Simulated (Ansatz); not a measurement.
An Ansatz input and the part of its output that reports the observables at the nuclei.

The cell is a structure deposited in the COD, its atoms then relaxed with PBE in this cell.

```yaml
crystal:
  lattice:
    - [2.8276671207, 1.6325543733, 2.3177320127]
    - [-2.8276671207, 1.6325543733, 2.3177320127]
    - [0.0, -3.2651087466, 2.3177320127]
  atoms:
    - { symbol: Ba, position: [-0.0019543295, -0.0019543295, -0.0019543295] }
    - { symbol: Ti, position: [0.4863644942, 0.4863644942, 0.4863644942] }
    - { symbol: O, position: [0.5100996181, 0.5100996181, 0.0166905991] }
    - { symbol: O, position: [0.0166905991, 0.5100996181, 0.5100996181] }
    - { symbol: O, position: [0.5100996181, 0.0166905991, 0.5100996181] }
kpoints:
  mp_grid: { grid: [8, 8, 8] }
scf:
  occupations: { method: fermi_dirac, width: 0.02 }
hamiltonian:
  xc: pbe
  pseudopotentials: { kind: paw_fr }
output:
  forces: true
  stress: true
  populations: true
  efg:
    quadrupole_moments_barn: { Ba: 0.236, Ti: 0.247, O: -0.02558 }
    contact_densities: true
magnetization:
  noncollinear: true
  spin_orbit: true
```

```sh
ansatz run input.yaml --threads 1 --pin off --max-ram 3072MiB --backend cpu --events-out ev --progress --plain --runs-dir out
```

Of the output, the block on the nuclei alone is shown; the set-up, the SCF iterations, energies, forces and stress are cut.

```
--- PAW observables at the nuclei: V_zz in 10²¹ V/m², potentials from the cell's mean, atoms counted from 1 ---
  atom   1  Ba V_zz =    +0.307777   η = 0.0000   by run symmetry: allowed   C_q = +1.7563 MHz
            electrostatic potential = -9639.850213 V   contact ρ = 2073175.062949 e/Å³
  atom   2  Ti V_zz =    +1.069802   η = 0.0000   by run symmetry: allowed   C_q = +6.3893 MHz
            electrostatic potential = -2530.465562 V   contact ρ = 56806.311546 e/Å³
  atom   3  O  V_zz =    +2.205991   η = 0.0144   by run symmetry: allowed   C_q = -1.3645 MHz
            electrostatic potential = -628.066739 V   contact ρ = 2157.508324 e/Å³
  atom   4  O  V_zz =    +2.205991   η = 0.0144   by run symmetry: allowed   C_q = -1.3645 MHz
            electrostatic potential = -628.066739 V   contact ρ = 2157.508324 e/Å³
  atom   5  O  V_zz =    +2.205991   η = 0.0144   by run symmetry: allowed   C_q = -1.3645 MHz
            electrostatic potential = -628.066739 V   contact ρ = 2157.508324 e/Å³
```

Hardware: 1 thread of Intel Xeon Platinum 8488C (Sapphire Rapids) (x86_64; 16 cores open to the job, memory cap 3.0 GiB, no GPU), a shared host with a load of 0.4 a core. Wall time 53 s, CPU time 53 s, peak memory 0.9 GiB.

At this cell the principal stresses reach 5 GPa in size with PBE, which can matter for small gradients.
